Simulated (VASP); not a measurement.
# GaSb (I-4m2) in VASP: notebook

One crystal, GaSb, is run at these levels: LDA; tasks: single point.

All numbers are computed with VASP 6.6.1; they aren't measurements. Logs are shortened: lines on timing, memory, paths and dates and some standing lists are left out, and cuts for length are marked.

## (1) Starting point

Symmetry: I-4m2, No. 119, tetragonal system. Conventional cell: a = 5.130 Å, b = 5.130 Å, c = 2.831 Å, α = 90.00°, β = 90.00°, γ = 90.00°. Ga (site symmetry -4m2) has 4 Sb at 2.66 Å and 2 Ga at 2.83 Å as nearest neighbours. Sb (site symmetry -4m2) is surrounded by 4 Ga at 2.66 Å and 2 Sb at 2.83 Å.

Measurements of this composition are mostly on another form, of space group No. 216.

## (2) Single point, LDA

INCAR

```
SYSTEM = GaSb
PREC     = Accurate       ! precision mode
ENCUT    = 520            ! plane-wave cutoff, eV
EDIFF    = 1E-6           ! SCF threshold, eV
ISMEAR   = 0              ! smearing method
SIGMA    = 0.15           ! smearing width, eV
LREAL    = .False.        ! projectors in reciprocal space
LASPH    = .True.         ! aspherical terms in the spheres
NELM     = 100            ! most SCF steps
ALGO     = Fast           ! electronic algorithm
ISIF     = 2              ! what is computed and relaxed
LWAVE    = .False.        ! write WAVECAR
LCHARG   = .False.        ! write CHGCAR
NBANDS   = 16             ! bands
```

KPOINTS

```
regular mesh
0
Gamma
  16 16 16
  0 0 0
```

POSCAR

```
GaSb
1.0
   -2.5647500000      2.5647500000      1.4155500000
    2.5647500000     -2.5647500000      1.4155500000
    2.5647500000      2.5647500000     -1.4155500000
Ga Sb
1 1
Direct
    0.2500000000      0.7500000000      0.5000000000
    0.0000000000      0.0000000000      0.0000000000
```

Potentials or basis: VASP PAW LDA potentials, release 64 (Ga_d, Sb).

Launch:

```bash
> cat potpaw_LDA.64/Ga_d/POTCAR potpaw_LDA.64/Sb/POTCAR > POTCAR
> mpirun -np 1 vasp_std > vasp.out
```

OUTCAR:

```text
SYSTEM = GaSb
   PREC = Accurate
   ENCUT = 520
   EDIFF = 1E-6
   ISMEAR = 0
   LREAL = .False.
   LASPH = .True.
   NELM = 100
   ISIF = 2

 ion  position               nearest neighbor table
   1  0.250  0.750  0.500-   2 2.66   2 2.66   2 2.66   2 2.66   2 3.33   2 3.33   2 3.33   2 3.33

   2  0.000  0.000  0.000-   1 2.66   1 2.66   1 2.66   1 2.66   1 3.33   1 3.33   1 3.33   1 3.33

  LATTYP: Found a body centered tetragonal cell.
 ALAT       =     5.1295000000
 C/A-ratio  =     0.5519251389

  Lattice vectors:

 A1 = (  -2.5647500000,   2.5647500000,   1.4155500000)
 A2 = (   2.5647500000,  -2.5647500000,   1.4155500000)
 A3 = (   2.5647500000,   2.5647500000,  -1.4155500000)

Analysis of symmetry for initial positions (statically):
=====================================================================
 Subroutine PRICEL returns:
 Original cell was already a primitive cell.

 Routine SETGRP: Setting up the symmetry group for a
 body centered tetragonal supercell.

 Subroutine GETGRP returns: Found  8 space group operations
 (whereof  8 operations were pure point group operations)
 out of a pool of 16 trial point group operations.

The static configuration has the point symmetry D_2d.

Analysis of symmetry for dynamics (positions and initial velocities):
=====================================================================
 Subroutine PRICEL returns:
 Original cell was already a primitive cell.

 Routine SETGRP: Setting up the symmetry group for a
 body centered tetragonal supercell.

 Subroutine GETGRP returns: Found  8 space group operations
 (whereof  8 operations were pure point group operations)
 out of a pool of 16 trial point group operations.

The dynamic configuration has the point symmetry D_2d.

 Subroutine INISYM returns: Found  8 space group operations
 (whereof  8 operations are pure point group operations),
 and found     1 'primitive' translations

----------------------------------------------------------------------------------------

                                     Primitive cell

  volume of cell :      37.2456

  direct lattice vectors                    reciprocal lattice vectors
    -2.564750000  2.564750000  1.415550000     0.000000000  0.194950775  0.353219597
     2.564750000 -2.564750000  1.415550000     0.194950775  0.000000000  0.353219597
     2.564750000  2.564750000 -1.415550000     0.194950775  0.194950775  0.000000000

  length of vectors
     3.893541695  3.893541695  3.893541695     0.403447504  0.403447504  0.275702030

  position of ions in fractional coordinates (direct lattice)
     0.250000000  0.750000000  0.500000000
     0.000000000  0.000000000  0.000000000

  ion indices of the primitive-cell ions
   primitive index   ion index
                 1           1
                 2           2

----------------------------------------------------------------------------------------

 KPOINTS: regular mesh

Automatic generation of k-mesh.
 Grid dimensions read from file:
 generate k-points for:   16   16   16

 Generating k-lattice:

  Cartesian coordinates                     Fractional coordinates (reciprocal lattice)
     0.000000000  0.012184423  0.022076225     0.062500000  0.000000000  0.000000000
     0.012184423  0.000000000  0.022076225     0.000000000  0.062500000  0.000000000
     0.012184423  0.012184423  0.000000000     0.000000000  0.000000000  0.062500000

  Length of vectors
     0.025215469  0.025215469  0.017231377

  Shift w.r.t. Gamma in fractional coordinates (k-lattice)
     0.000000000  0.000000000  0.000000000

 Subroutine IBZKPT returns following result:
 ===========================================

 Found    349 irreducible k-points:

 Following reciprocal coordinates:
            Coordinates               Weight
  0.000000  0.000000  0.000000      1.000000
  0.062500 -0.000000  0.000000      8.000000
  0.125000 -0.000000  0.000000      8.000000
  0.187500 -0.000000  0.000000      8.000000
  0.250000 -0.000000  0.000000      8.000000
  0.312500  0.000000  0.000000      8.000000
[... 16 lines left out ...]
 -0.125000  0.062500 -0.000000     16.000000
 -0.062500  0.062500  0.000000      4.000000
 [... further k-points ...]
   k-points           NKPTS =    349   k-points in BZ     NKDIM =    349   number of bands    NBANDS=     16
   number of dos      NEDOS =    301   number of ions     NIONS =      2
   total plane-waves  NPLWV =  27000
   dimension x,y,z NGX =    30 NGY =   30 NGZ =   30
   dimension x,y,z NGXF=    60 NGYF=   60 NGZF=   60
   ions per type =               1   1
   NGX,Y,Z   is equivalent  to a cutoff of  12.81, 12.81, 12.81 a.u.
   NGXF,Y,Z  is equivalent  to a cutoff of  25.62, 25.62, 25.62 a.u.
 SYSTEM =  GaSb
   PREC   = accura    normal or accurate (medium, high low for compatibility)
   ISTART =      0    job   : 0-new  1-cont  2-samecut
   ICHARG =      2    charge: 1-file 2-atom 10-const
   ISPIN  =      1    spin polarized calculation?
   LNONCOLLINEAR =      F non collinear calculations
   LSORBIT =      F    spin-orbit coupling
   LASPH  =      T    aspherical Exc in radial PAW
   ENCUT  =  520.0 eV  38.22 Ry    6.18 a.u.   7.24  7.24  7.24*2*pi/ulx,y,z
   NELM   =    100;   NELMIN=  2; NELMDL= -5     # of ELM steps
   EDIFF  = 0.1E-05   stopping-criterion for ELM
   LREAL  =      F    real-space projection
[... 7 lines left out ...]
   TEBEG  =    0.0;   TEEND  =   0.0 temperature during run
   PSTRESS=    0.0 pullay stress
   NELECT =      18.0000    total number of electrons
   NUPDOWN=      -1.0000    fix difference up-down
   EMIN   =  10.00;   EMAX   =-10.00  energy-range for DOS
   EFERMI =   0.00;   METHOD = LEGACY
   ISMEAR =     0;   SIGMA  =   0.15  broadening in eV -4-tet -1-fermi 0-gaus
   EFERMI_NEDOS =   21; number of points for ismear=-14 and -15
   IALGO  =     68    algorithm
   IMIX   =      4    mixing-type and parameters
     AMIX     =   0.40;   BMIX     =  1.00
     AMIX_MAG =   1.60;   BMIX_MAG =  1.00
  volume/ion in A,a.u.               =      18.62       125.67
  Fermi-wavevector in a.u.,A,eV,Ry     =   1.284716  2.427762 22.456361  1.650496
  Thomas-Fermi vector in A             =   2.416894
   LORBIT       =      0    0 simple, 1 ext, 2 COOP (PROOUT), +10 PAW based schemes
   GGA     = CA    functional components
   LHFCALC =     F    Hartree Fock is set to
   AEXX    =    0.0000 exact exchange contribution
   IVDW    =     0    specifies the selected vdW correction
   LEPSILON=     F    determine dielectric tensor
   LRPA    =     F    only Hartree local field effects (RPA)
 non-spin polarized calculation
 RMM-DIIS sequential band-by-band and
 Gauss-broadening in eV      SIGMA  =   0.15
  energy-cutoff  :      520.00
  volume of cell :       37.25
 maximum number of plane-waves:      1021
 NGX is ok and might be reduce to    30
   NGX = 15   NGY = 15   NGZ = 15

 number of electron      18.0000004 magnetization

 Free energy of the ion-electron system (eV)
  ---------------------------------------------------
  ext. energy  EPLUGINS =         0.00000000
  ---------------------------------------------------
  free energy    TOTEN  =        -8.01829403 eV

  energy without entropy =       -8.01108458  energy(sigma->0) =       -8.01468930

 E-fermi :   9.7569     XC(G=0): -11.6843

 val. band max:        9.7567087633   @ k =  -0.2500   0.2500   0.2500
 cond. band min:       9.7594212658   @ k =  -0.2500  -0.2500   0.0625
 fundamental gap:      0.0027125025
 Fermi energy:         9.7568695598

 k-point     1 :       0.0000    0.0000    0.0000
  band No.  band energies     occupation
      1      -5.7807      2.00000
      2      -5.6196      2.00000
      3      -5.6170      2.00000
      4      -5.5038      2.00000
      5      -5.5038      2.00000
      6      -4.4628      2.00000
[... 8 lines left out ...]
     15      20.8150      0.00000
     16      21.0133      0.00000

 k-point     2 :       0.0625   -0.0000    0.0000
  band No.  band energies     occupation
      1      -5.7686      2.00000
      2      -5.6181      2.00000
      3      -5.6176      2.00000
      4      -5.5097      2.00000
      5      -5.5096      2.00000
      6      -4.3642      2.00000
[... 8 lines left out ...]
     15      20.5853      0.00000
     16      20.8312      0.00000

 k-point     3 :       0.1250   -0.0000    0.0000
  band No.  band energies     occupation
      1      -5.7342      2.00000
      2      -5.6213      2.00000
      3      -5.6121      2.00000
      4      -5.5266      2.00000
      5      -5.5260      2.00000
      6      -4.0673      2.00000
[... 8 lines left out ...]
     15      19.5132      0.00000
     16      19.8235      0.00000

 k-point     4 :       0.1875   -0.0000    0.0000
  band No.  band energies     occupation
      1      -5.6846      2.00000
      2      -5.6256      2.00000
      3      -5.6048      2.00000
      4      -5.5510      2.00000
      5      -5.5494      2.00000
      6      -3.5717      2.00000
[... 8 lines left out ...]
     15      18.5948      0.00000
     16      19.8211      0.00000
[... 324 lines left out ...]
 k-point    22 :      -0.1875    0.0625   -0.0000
  band No.  band energies     occupation
      1      -5.7295      2.00000
      2      -5.6273      2.00000
      3      -5.6099      2.00000
      4      -5.5271      2.00000
      5      -5.5245      2.00000
      6      -3.9415      2.00000
[... 8 lines left out ...]
     15      19.6286      0.00000
     16      20.0982      0.00000

 k-point    23 :      -0.1250    0.0625   -0.0000
  band No.  band energies     occupation
      1      -5.7647      2.00000
      2      -5.6222      2.00000
      3      -5.6159      2.00000
      4      -5.5101      2.00000
      5      -5.5084      2.00000
      6      -4.2812      2.00000
[... 8 lines left out ...]
     15      20.6568      0.00000
     16      21.0269      0.00000

 k-point    24 :      -0.0625    0.0625    0.0000
  band No.  band energies     occupation
      1      -5.7786      2.00000
      2      -5.6190      2.00000
      3      -5.6187      2.00000
      4      -5.5040      2.00000
      5      -5.5031      2.00000
      6      -4.4217      2.00000
[... 8 lines left out ...]
     15      20.7857      0.00000
     16      21.1830      0.00000

 [... further k-points ...]

------------------------ aborting loop because EDIFF is reached ----------------------------------------

  FORCE on cell =-STRESS in cart. coord.  units (eV):
  Direction    XX          YY          ZZ          XY          YZ          ZX
  --------------------------------------------------------------------------------------
  -------------------------------------------------------------------------------------
  Total        3.9539002      3.9539002      4.9027941      0.0000000      0.0000000      0.0000000
  in kB      170.0830378    170.0830378    210.9011535      0.0000000      0.0000000      0.0000000
  external PRESSURE =     183.6890764 kB  Pullay stress =       0.0000000 kB

 VOLUME and BASIS-vectors are now :
 -----------------------------------------------------------------------------
  energy-cutoff  :      520.00
  volume of cell :       37.25
      direct lattice vectors                 reciprocal lattice vectors
    -2.564750000  2.564750000  1.415550000     0.000000000  0.194950775  0.353219597
     2.564750000 -2.564750000  1.415550000     0.194950775  0.000000000  0.353219597
     2.564750000  2.564750000 -1.415550000     0.194950775  0.194950775  0.000000000

 POSITION                                       TOTAL-FORCE (eV/Angst)
 -----------------------------------------------------------------------------------
      2.56475      0.00000      0.70778        -0.000000      0.000000      0.000000
      0.00000      0.00000      0.00000         0.000000     -0.000000     -0.000000
 -----------------------------------------------------------------------------------
    total drift:                               -0.000000      0.000000      0.000000

  FREE ENERGIE OF THE ION-ELECTRON SYSTEM (eV)
  ---------------------------------------------------
  free  energy   TOTEN  =        -8.0182940258 eV

  energy  without entropy=       -8.0110845781  energy(sigma->0) =       -8.01468930
```

It took 1.9 min on 1 thread of Intel Xeon Platinum 8559C (Emerald Rapids), shared host; peak memory 0.32 GiB.

What came out:

```
Free energy            : -8.0183 eV
Pressure               : 18.4 GPa
Band gap on the k mesh : none (metal or under the smearing width)
```

Stress tensor (GPa, compression positive):
```
17.01  0.00  0.00
 0.00 17.01  0.00
 0.00  0.00 21.09
```

Levels at points of the mesh, in eV from the Fermi level:
| k point | band 7 | band 8 | band 9 | band 10 | band 11 | band 12 |
| --- | --- | --- | --- | --- | --- | --- |
| (0.00, 0.00, 0.00) | -2.87 | -2.87 | -2.77 | 2.74 | 7.54 | 8.12 |
| (0.50, 0.00, 0.00) | -7.01 | -2.78 | -1.90 | -1.56 | 2.02 | 3.79 |
| (0.50, 0.50, 0.00) | -9.93 | -0.33 | 1.49 | 2.30 | 2.34 | 6.43 |
| (0.50, 0.50, 0.50) | -7.03 | -6.77 | -6.77 | 5.14 | 6.35 | 12.53 |

Caveat: so large a pressure means that the cell lies far from this level's equilibrium, or that cutoff or potentials fall short. Spin-orbit coupling is left out, which matters for the levels of Sb.

## (3) Single point, LDA

This run uses another cell than the first one, of 20.12 Å³/atom, 1.080 times its volume.

INCAR is that of step 2.

KPOINTS is that of step 2.

POSCAR

```
GaSb
1.0
   -2.6006500000      2.6006500000      1.4873500000
    2.6006500000     -2.6006500000      1.4873500000
    2.6006500000      2.6006500000     -1.4873500000
Ga Sb
1 1
Direct
    0.2500000000      0.7500000000      0.5000000000
    0.0000000000      0.0000000000      0.0000000000
```

Potentials or basis: VASP PAW LDA potentials, release 64 (Ga_d, Sb).

Launch:

```bash
> cat potpaw_LDA.64/Ga_d/POTCAR potpaw_LDA.64/Sb/POTCAR > POTCAR
> mpirun -np 1 vasp_std > vasp.out
```

OUTCAR:

```text
SYSTEM = GaSb
   PREC = Accurate
   ENCUT = 520
   EDIFF = 1E-6
   ISMEAR = 0
   LREAL = .False.
   LASPH = .True.
   NELM = 100
   ISIF = 2

 ion  position               nearest neighbor table
   1  0.250  0.750  0.500-   2 2.70   2 2.70   2 2.70   2 2.70
   2  0.000  0.000  0.000-   1 2.70   1 2.70   1 2.70   1 2.70

  LATTYP: Found a body centered tetragonal cell.
 ALAT       =     5.2013000000
 C/A-ratio  =     0.5719147136

  Lattice vectors:

 A1 = (  -2.6006500000,   2.6006500000,   1.4873500000)
 A2 = (   2.6006500000,  -2.6006500000,   1.4873500000)
 A3 = (   2.6006500000,   2.6006500000,  -1.4873500000)

Analysis of symmetry for initial positions (statically):
=====================================================================
 Subroutine PRICEL returns:
 Original cell was already a primitive cell.

 Routine SETGRP: Setting up the symmetry group for a
 body centered tetragonal supercell.

 Subroutine GETGRP returns: Found  8 space group operations
 (whereof  8 operations were pure point group operations)
 out of a pool of 16 trial point group operations.

The static configuration has the point symmetry D_2d.

Analysis of symmetry for dynamics (positions and initial velocities):
=====================================================================
 Subroutine PRICEL returns:
 Original cell was already a primitive cell.

 Routine SETGRP: Setting up the symmetry group for a
 body centered tetragonal supercell.

 Subroutine GETGRP returns: Found  8 space group operations
 (whereof  8 operations were pure point group operations)
 out of a pool of 16 trial point group operations.

The dynamic configuration has the point symmetry D_2d.

 Subroutine INISYM returns: Found  8 space group operations
 (whereof  8 operations are pure point group operations),
 and found     1 'primitive' translations

----------------------------------------------------------------------------------------

                                     Primitive cell

[... 113 lines left out ...]
  Thomas-Fermi vector in A             =   2.385964
   LORBIT       =      0    0 simple, 1 ext, 2 COOP (PROOUT), +10 PAW based schemes
   GGA     = CA    functional components
   LHFCALC =     F    Hartree Fock is set to
   AEXX    =    0.0000 exact exchange contribution
   IVDW    =     0    specifies the selected vdW correction
   LEPSILON=     F    determine dielectric tensor
   LRPA    =     F    only Hartree local field effects (RPA)
 non-spin polarized calculation
 RMM-DIIS sequential band-by-band and
 Gauss-broadening in eV      SIGMA  =   0.15
  energy-cutoff  :      520.00
  volume of cell :       40.24
 maximum number of plane-waves:      1125
 NGX is ok and might be reduce to    30
   NGX = 15   NGY = 15   NGZ = 15

 number of electron      17.9999987 magnetization

 Free energy of the ion-electron system (eV)
  ---------------------------------------------------
  ext. energy  EPLUGINS =         0.00000000
  ---------------------------------------------------
  free energy    TOTEN  =        -8.27284586 eV

  energy without entropy =       -8.26548964  energy(sigma->0) =       -8.26916775

 E-fermi :   8.6347     XC(G=0): -11.3064

 val. band max:        8.6194811890   @ k =  -0.1250  -0.2500   0.0625
 cond. band min:       8.6385737894   @ k =   0.3125   0.0625   0.0625
 fundamental gap:      0.0190926004
 Fermi energy:         8.6346799255

 k-point     1 :       0.0000    0.0000    0.0000
  band No.  band energies     occupation
      1      -6.6842      2.00000
      2      -6.5709      2.00000
      3      -6.5679      2.00000
      4      -6.4954      2.00000
      5      -6.4954      2.00000
      6      -4.8061      2.00000
[... 433 lines left out ...]
      3      -6.5672      2.00000
      4      -6.4956      2.00000
      5      -6.4947      2.00000
      6      -4.7659      2.00000
[... 8 lines left out ...]
     15      19.0791      0.00000
     16      19.8899      0.00000

 [... further k-points ...]

------------------------ aborting loop because EDIFF is reached ----------------------------------------

  FORCE on cell =-STRESS in cart. coord.  units (eV):
  Direction    XX          YY          ZZ          XY          YZ          ZX
  --------------------------------------------------------------------------------------
  -------------------------------------------------------------------------------------
  Total        2.2623028      2.2623028      2.0914979      0.0000000      0.0000000      0.0000000
  in kB       90.0791599     90.0791599     83.2781440      0.0000000      0.0000000      0.0000000
  external PRESSURE =      87.8121546 kB  Pullay stress =       0.0000000 kB

 VOLUME and BASIS-vectors are now :
 -----------------------------------------------------------------------------
  energy-cutoff  :      520.00
  volume of cell :       40.24
      direct lattice vectors                 reciprocal lattice vectors
    -2.600650000  2.600650000  1.487350000     0.000000000  0.192259627  0.336168353
     2.600650000 -2.600650000  1.487350000     0.192259627  0.000000000  0.336168353
     2.600650000  2.600650000 -1.487350000     0.192259627  0.192259627  0.000000000

 POSITION                                       TOTAL-FORCE (eV/Angst)
 -----------------------------------------------------------------------------------
      2.60065      0.00000      0.74367        -0.000000     -0.000000      0.000000
      0.00000      0.00000      0.00000         0.000000      0.000000     -0.000000
 -----------------------------------------------------------------------------------
    total drift:                                0.000000     -0.000000      0.000000

  FREE ENERGIE OF THE ION-ELECTRON SYSTEM (eV)
  ---------------------------------------------------
  free  energy   TOTEN  =        -8.2728458558 eV

  energy  without entropy=       -8.2654896428  energy(sigma->0) =       -8.26916775
```

Wall time 1.9 min (1 thread of Intel Xeon Platinum 8559C (Emerald Rapids), shared host); peak memory 0.34 GiB.

Results:

```yaml
Free_energy: -8.2728 eV
Pressure: 8.8 GPa
Band_gap_on_the_k_mesh: none (metal or under the smearing width)
```

Stress tensor (GPa, compression positive):
```
9.01 0.00 0.00
0.00 9.01 0.00
0.00 0.00 8.33
```

Spin-orbit coupling is left out, which matters for the levels of Sb.
